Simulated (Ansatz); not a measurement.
# Te: the cost of one run

Program: Ansatz 0.2.0. Level of theory: DFT PBE, scalar-relativistic, plane waves, PAW. These are calculated values, not measurements.

**1. Starting point**

Symmetry: Cmmm, No. 65, orthorhombic system. Conventional cell: a = 3.561 Å, b = 4.035 Å, c = 5.388 Å, α = 90.00°, β = 90.00°, γ = 90.00°. Around Te (site symmetry mmm) lie 4 Te at 2.69 Å.

As a file:

```cif
data_structure
_symmetry_space_group_name_H-M 'P 1'
_symmetry_Int_Tables_number 1
_cell_length_a 2.6907
_cell_length_b 2.6907
_cell_length_c 5.3875
_cell_angle_alpha 90.000
_cell_angle_beta 90.000
_cell_angle_gamma 97.133
_cell_volume 38.70
loop_
_atom_site_label
_atom_site_type_symbol
_atom_site_fract_x
_atom_site_fract_y
_atom_site_fract_z
_atom_site_occupancy
Te1 Te 0.00000 0.00000 0.50000 1
```

Recipe of the guess: random cell by space group and Wyckoff sites (Cmmm, No. 65). The dimensions are guesses.

**2. A first look at the guess**

File input.yaml:

```yaml
crystal:
  lattice:
    - [1.78057387, -2.01728313, 0.0]
    - [1.78057387, 2.01728313, 0.0]
    - [0.0, 0.0, 5.38750386]
  atoms:
    - { symbol: Te, position: [0.0, 0.0, 0.5] }
basis:
  ecutwfc: 420
kpoints:
  mp_grid: { grid: [6, 6, 4] }
hamiltonian:
  xc: pbe
scf:
  occupations: { method: gaussian, width: 0.1 }
  lower_state_search: "off"
output:
  forces: true
  stress: true
  eigenvalues: true
```

Command:

```
> ansatz run input.yaml --threads 1 --pin off --max-ram 2560MiB --backend cpu --events-out ev --progress --plain --runs-dir out
```

What time and memory should one allow on 1 thread of Intel Xeon at 2.50GHz (Skylake/Cascade Lake), shared host?

About 2.5 s, with a peak of 0.31 GiB.
